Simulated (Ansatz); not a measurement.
# Ta (221): surface energy and levels

Aim: for Ta, compute energy, relaxation and work function or band edges of the (221) face.

Method: DFT PBE, scalar-relativistic, plane waves, PAW, in Ansatz 0.2.0.

1 further run of the same task is left out (set aside as unsound or not needed). Runs told in other sessions of the task aren't counted.

## (1) The starting structure

The structure is cubic, space group Im-3m (No. 229). The conventional cell has a = 3.319 Å, b = 3.319 Å, c = 3.319 Å, α = 90.00°, β = 90.00°, γ = 90.00°. Around Ta (site symmetry m-3m) lie 8 Ta at 2.87 Å.

Structure file:

```xyz
1
Lattice="-1.6595 1.6595 1.6595 1.6595 -1.6595 1.6595 1.6595 1.6595 -1.6595" Properties=species:S:1:pos:R:3 pbc="T T T"
Ta    0.0000    0.0000    0.0000
```

This cell was relaxed beforehand with the same method: volume 18.28 Å³/atom, gap on the mesh none (metal).

## (2) The bulk in the cell of the plane

Contents of input.yaml:

```yaml
crystal:
  lattice:
    - [4.6938512163, 0.0, 0.0]
    - [-2.3469256082, 7.0407768245, 0.0]
    - [2.3469256082, -1.5646170721, 0.5531756708]
  atoms:
    - { symbol: Ta, position: [0.0, 0.0, 0.0] }
basis:
  ecutwfc: 420
kpoints:
  mp_grid: { grid: [8, 5, 60] }
hamiltonian:
  xc: pbe
scf:
  occupations: { method: gaussian, width: 0.1 }
output:
  forces: true
  stress: true
  eigenvalues: true
```

Command:

```bash
ansatz run input.yaml --threads 8 --pin off --max-ram 15360MiB --backend cpu --events-out ev --progress --plain --runs-dir out
```

Output, cut to the lines that bear on the results:

```text
[...]
SCF converged after 6 iterations
Free energy (F): -9932.255913 eV
[...]
E sigma→0 (E₀):  -9932.253018 eV
Entropy (-TS):   -0.005790 eV (-5.790 meV/atom)
Fermi energy:    18.324021 eV
[...]
--- Forces (eV/Å), atoms counted from 1 ---
  atom   1  Ta     0.00000000     0.00000000     0.00000000
[...]
--- Stress (GPa, compression-positive) ---
       -0.187486      -0.133744      -0.149355
       -0.133744       0.103081       0.102426
       -0.149356       0.102426       0.039715
  P = ⅓ Tr σ = -0.0149 GPa (-0.149 kbar)
--- Band table (eV; the first three rows and the last of 1202) ---
  k-point 0: bands = ["-48.7854", "-14.7560", "-14.7540", "-14.7505", "10.4854", "19.0595", "19.0623", "19.0646", "22.2838", "22.2852", "32.8870"]
[...]
```

Run time: 2.4 s. Hardware: 8 threads of Arm Neoverse V1, shared host; peak memory 0.54 GiB.

The bulk reference has the slab's in-plane cell, mesh and smearing. Its energy with the smearing taken to zero: -9932.2530 eV/atom.

## (3) The (221) slab

Miller indices refer to the conventional cell of the relaxed bulk, Im-3m (No. 229): a = 3.319 Å, b = 3.319 Å, c = 3.319 Å, α = 90.00°, β = 90.00°, γ = 90.00°.

Cut from the relaxed bulk: a (221) slab, 10.0 Å thick as cut, with 15 Å of vacuum; its outer planes are Ta (top) and Ta (bottom).

The slab as cut. Layers, bottom to top:

```csv
plane,atoms per cell,height over the lowest (Å)
1,Ta,0.00
2,Ta,0.55
3,Ta,1.11
4,Ta,1.66
5,Ta,2.21
6,Ta,2.77
7,Ta,3.32
8,Ta,3.87
9,Ta,4.43
10,Ta,4.98
11,Ta,5.53
12,Ta,6.08
13,Ta,6.64
14,Ta,7.19
15,Ta,7.74
16,Ta,8.30
17,Ta,8.85
18,Ta,9.40
19,Ta,9.96
```

## (4) Single point on the unrelaxed (221) slab

A dipole layer in the vacuum cancels the field that periodic copies would set up if the slab's two faces differ.

Contents of input.yaml:

```yaml
crystal:
  lattice:
    - [4.6938512163, 0.0, 0.0]
    - [-2.3469256082, 7.0407768245, 0.0]
    - [0.0, 0.0, 24.9571620748]
  atoms:
    - { symbol: Ta, position: [0.3888888889, 0.7777777778, 0.3005149375] }
    - { symbol: Ta, position: [0.7777777778, 0.5555555556, 0.3226799444] }
    - { symbol: Ta, position: [0.1666666667, 0.3333333333, 0.3448449514] }
    - { symbol: Ta, position: [0.5555555556, 0.1111111111, 0.3670099583] }
    - { symbol: Ta, position: [0.9444444444, 0.8888888889, 0.3891749653] }
    - { symbol: Ta, position: [0.3333333333, 0.6666666667, 0.4113399722] }
    - { symbol: Ta, position: [0.7222222222, 0.4444444444, 0.4335049792] }
    - { symbol: Ta, position: [0.1111111111, 0.2222222222, 0.4556699861] }
    - { symbol: Ta, position: [0.5, 0.0, 0.4778349931] }
    - { symbol: Ta, position: [0.8888888889, 0.7777777778, 0.5] }
    - { symbol: Ta, position: [0.2777777778, 0.5555555556, 0.5221650069] }
    - { symbol: Ta, position: [0.6666666667, 0.3333333333, 0.5443300139] }
    - { symbol: Ta, position: [0.0555555556, 0.1111111111, 0.5664950208] }
    - { symbol: Ta, position: [0.4444444444, 0.8888888889, 0.5886600278] }
    - { symbol: Ta, position: [0.8333333333, 0.6666666667, 0.6108250347] }
    - { symbol: Ta, position: [0.2222222222, 0.4444444444, 0.6329900417] }
    - { symbol: Ta, position: [0.6111111111, 0.2222222222, 0.6551550486] }
    - { symbol: Ta, position: [0.0, 0.0, 0.6773200556] }
    - { symbol: Ta, position: [0.3888888889, 0.7777777778, 0.6994850625] }
basis:
  ecutwfc: 420
kpoints:
  mp_grid: { grid: [8, 5, 1] }
hamiltonian:
  xc: pbe
scf:
  occupations: { method: gaussian, width: 0.1 }
output:
  forces: true
  eigenvalues: true
  write_density: true
  write_potential: true
  elf: true
  volumetric_format: npy
efield:
  axis: 3
  dipole_correction: true
  ramp_width: 0.04
```

Command:

```bash
ansatz run input.yaml --threads 8 --pin off --max-ram 15360MiB --backend cpu --events-out ev --progress --plain --runs-dir out
```

Output, cut to the lines that bear on the results:

```text
Warning: crystal.symmetry: narrowed to the stabiliser of the k-point mesh — unitary ops 2 → 1; excluded 1 operation that carries a point of the 8×5×1 mesh (shift [0, 0, 0]) off the mesh (the run samples exactly the mesh kpoints.mp_grid names, as under crystal.symmetry.detect: false, and [...]
Warning: RAYON_NUM_THREADS=8 ignored (pool sized by the plan → 8); use --threads N
[...]
Pseudopotentials: kind: paw
Pseudopotential: Ta, paw, valence charge 13, recommended cutoff 420 eV (normal), Ta.paw.azcp
Functional definition: PBE
[...]
Crystal: 19 atoms, lattice volume = 824.793 Å³
Basis set: ecut = 420 eV, 16147 PW (Γ), exchange–correlation on 64×100×360 points (8 copies of the dense FFT grid, shifted against one another)
Bands: 149, of which v1, the nominal top of the filled ones, is band 124 counted from 1 (123 counted from 0)
Symmetry: 1 space group operations
k-points: 21 of 40 (time reversal used)
[...]
SCF iter   1: F=—  HF=-188701.005563 eV  |F-HF|=—  |Δ(HF+E_count)|=         —  Δρ=5.54e-3  dr2=4.44e0  ethr=1.77e-3  p=-0.000 e·Å  D=-1.90e-12 V/Å  ΔV_dip=0.00 eV  dr2_dipole=4.64e-7  V_vac-E_F(+/−)=4.31/4.31 eV  ⟨swp⟩=11.7  Hψ=15957  notcnv=0
[...]
WARN: The output density's exchange-correlation potential varies sharply where the density is thin. Do not read a vacuum level from v_tot or v_xc, or from such a field of the output density. On a cell that repeats whose density bears no net charge and no dipole along the vacuum's axis use [...]
SCF converged after 9 iterations
Free energy (F): -188700.872065 eV
[...]
E sigma→0 (E₀):  -188700.798588 eV
Entropy (-TS):   -0.146953 eV (-7.734 meV/atom)
Fermi energy:    5.628444 eV
Dipole field:    D = 0.000002 V/Å  (p = 0.000010 e·Å, saw-weighted, corrected)
Work function:   Φ+ = 3.8523 eV   Φ− = 3.8524 eV
Levels:          The Fermi level and band energies are counted from a zero that moves with the ramp; work functions are not
[...]
--- Forces (eV/Å), atoms counted from 1 ---
  atom   1  Ta     0.00689824    -0.52358862     1.98802738
  atom   2  Ta    -0.00384044    -0.14143797     0.62790653
  atom   3  Ta     0.00279489     0.67716868    -0.08924724
  atom   4  Ta    -0.00858336    -0.14381101     0.12181940
  atom   5  Ta     0.00076008    -0.07904538    -1.01535605
  atom   6  Ta    -0.00124019     0.18058891    -0.57932497
  atom   7  Ta    -0.00267632     0.01745902    -0.43030942
  atom   8  Ta     0.00008481     0.08191757    -0.05480256
[...]
--- Band table (eV; the first three rows and the last of 21) ---
[...]
```

It took 87 s on 8 threads of Arm Neoverse V1, shared host; peak memory 5 GiB.

This gives work function 3.85 eV.

Axes a, b and c in the maps are those of this run's conventional cell (a, b, c = 14.082, 4.694, 24.957 Å).

Density in a lattice plane of the grid's cell (edges 14.08 and 24.96 Å, at 0.000 of the third edge), which holds Ta.

Ten even steps from ' ' (0.00 e/Å³) to '@' (4.35 e/Å³):
```
                            
                            
                            
                            
                            
%%        @@%%              
**    @@..      %%@@    ..  
  --  --    @@--      ++@@  
::@@    ++  ..    @@**      
      ..%%    %%        @@%%
  %%@@    ..  **    @@..    
--      ++@@    --  --    @@
    @@**      ::@@    ++  ..
          @@%%      ..%%    
                            
                            
                            
                            
                            
                            
```
Columns run along the first of these edges and rows up along the second, over one cell in 14 and 20 even steps from the bottom left corner. Atoms in the plane (fractional): Ta at (0.39, 0.30), Ta at (0.78, 0.32), Ta at (0.17, 0.34), Ta at (0.56, 0.37), Ta at (0.94, 0.39), Ta at (0.33, 0.41), Ta at (0.72, 0.43), Ta at (0.11, 0.46), Ta at (0.50, 0.48), Ta at (0.89, 0.50), Ta at (0.28, 0.52), Ta at (0.67, 0.54), Ta at (0.06, 0.57), Ta at (0.44, 0.59), Ta at (0.83, 0.61), Ta at (0.22, 0.63), Ta at (0.61, 0.66), Ta at (0.00, 0.68), Ta at (0.39, 0.70).

ELF in the same plane.

Ten even steps from '0' (0.00) to '9' (0.75):
```
00000000000000
00000000000000
00000000000000
00000000000000
11221114400024
92734795212351
92284446983133
26463267645873
68228343368634
62239219323479
69842339227433
75468832646326
12686456822844
32224895373915
00144111221242
00000000000000
00000000000000
00000000000000
00000000000000
00000000000000
```
Columns run along the first of these edges and rows up along the second, over one cell in 14 and 20 even steps from the bottom left corner. Atoms in the plane (fractional): Ta at (0.39, 0.30), Ta at (0.78, 0.32), Ta at (0.17, 0.34), Ta at (0.56, 0.37), Ta at (0.94, 0.39), Ta at (0.33, 0.41), Ta at (0.72, 0.43), Ta at (0.11, 0.46), Ta at (0.50, 0.48), Ta at (0.89, 0.50), Ta at (0.28, 0.52), Ta at (0.67, 0.54), Ta at (0.06, 0.57), Ta at (0.44, 0.59), Ta at (0.83, 0.61), Ta at (0.22, 0.63), Ta at (0.61, 0.66), Ta at (0.00, 0.68), Ta at (0.39, 0.70).

Both are smooth fields of the valence electrons: close to the nuclei they are not physical.

Outside the cores ELF peaks at 0.59 outside the outer layer, 1.9 Å from Ta; 0.58 between the atoms, 1.7 Å from Ta.

[end of part 1 of 2]
